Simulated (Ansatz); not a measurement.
A run of Ansatz 0.2.0 is set up as follows.

The input input.yaml:

```yaml
crystal:
  lattice:
    - [1.5054695445, 0.8691832468, 2.4399269062]
    - [-1.5054695445, 0.8691832468, 2.4399269062]
    - [0.0, -1.7383664936, 2.4399269062]
  atoms:
    - { symbol: Co, position: [0.0, 0.0, 0.0], spin: 2.0 }
    - { symbol: O, position: [0.5, 0.5, 0.5] }
hamiltonian:
  xc: pbe
  pseudopotentials: { kind: paw }
magnetization:
  spin_polarized: true
kpoints:
  mp_grid: { grid: [11, 11, 11] }
scf:
  occupations: { method: gaussian, width: 0.02 }
output:
  forces: true
  stress: true
  eigenvalues: true
```

Potentials or basis: Ansatz PAW.

Run with:

```sh
$ ansatz run input.yaml --threads 2 --pin off --max-ram 5632MiB --backend cpu --events-out ev --progress --plain --runs-dir out
```

(1) Predict the site moments.

(2) What does it give for the band gap on the k mesh?

## Answers

(1) Co +2.50; O +0.33 μB.

(2) none (metal or under the smearing width).

Caveat: a cell with one magnetic atom can't hold antiferromagnetic order, which such compounds often take; semilocal functionals often make such compounds metallic where correlation or magnetic order opens a gap, which also shifts bond lengths.
